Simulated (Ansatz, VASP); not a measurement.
## One calculation of AlN, two programs

```
Al N
1.0
     3.35727    0.00000    0.00000
    -1.67863    2.90748    0.00000
     0.00000    0.00000    3.91592
Al N
2 2
Direct
  0.33333 0.66667 0.75000
  0.66667 0.33333 0.25000
  0.33333 0.66667 0.25000
  0.66667 0.33333 0.75000
```

Alike in both runs: task single point; functional PBE; k mesh 9 × 9 × 6; occupations gaussian, width 0.05 eV; no spin polarisation.

```csv
,VASP,Ansatz
version,VASP 6.6.1,Ansatz 0.2.0
potentials or method,"VASP PAW PBE potentials, release 64 (Al, N)","scalar-relativistic, plane waves, PAW"
plane-wave cutoff (eV),520,520
valence electrons in the cell,16,16
```

```tsv
	VASP	Ansatz	Ansatz less VASP
gap on the k mesh at the Fermi level (eV)	3.77	3.76	-0.010
least direct gap on the mesh (eV)	3.77	3.76	-0.010
pressure (GPa)	9.2	9.3	+0.14
largest component of the traceless stress (GPa)	12.70	12.53	-0.173
```

With one functional, cell and mesh, what is left measures potentials, basis and numerics.

Caveats: an odd mesh through Γ misses points on the zone boundary, where band edges often lie.
